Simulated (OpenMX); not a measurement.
Crystal: Si2Ni.

```
CELL_PARAMETERS angstrom
0.00000 2.70300 2.70300
2.70300 0.00000 2.70300
2.70300 2.70300 0.00000
ATOMIC_POSITIONS crystal
Ni 0.00000 0.00000 0.00000
Si 0.75000 0.75000 0.75000
Si 0.25000 0.25000 0.25000
```

Base run:

| Quantity | Value |
| --- | --- |
| Program | OpenMX 3.8.5 |
| Functional | PBE |
| Potentials or basis | OpenMX 2013 PBE set, Ni6.0H-s3p2d2, Si7.0-s2p2d1, grid cutoff 500 Ry |
| k mesh | 9 × 9 × 9 |
| Occupations | fermi-dirac, width 0.05 eV |
| Spin | collinear spin, ferromagnetic start |
| Starting moments | [1.0, 0.0, 0.0] μB |

Its results: pressure 7.2 GPa; net moment 0.00 μB per cell.

Question: The run is repeated on the same cell with these changes: potentials or basis from OpenMX 2013 PBE set, Ni6.0H-s3p2d2, Si7.0-s2p2d1, grid cutoff 500 Ry to OpenMX 2013 PBE set, Ni6.0H-s2p2d1, Si7.0-s2p1d1, grid cutoff 500 Ry. What comes out?

Answer: Pressure 9.9 GPa; net moment 0.00 μB per cell.

Caveats: the basis of atomic orbitals isn't converged, which shifts pressures, moduli and gaps; the transition metal has a single d function, too few for pressures, volumes and moments (some runs).
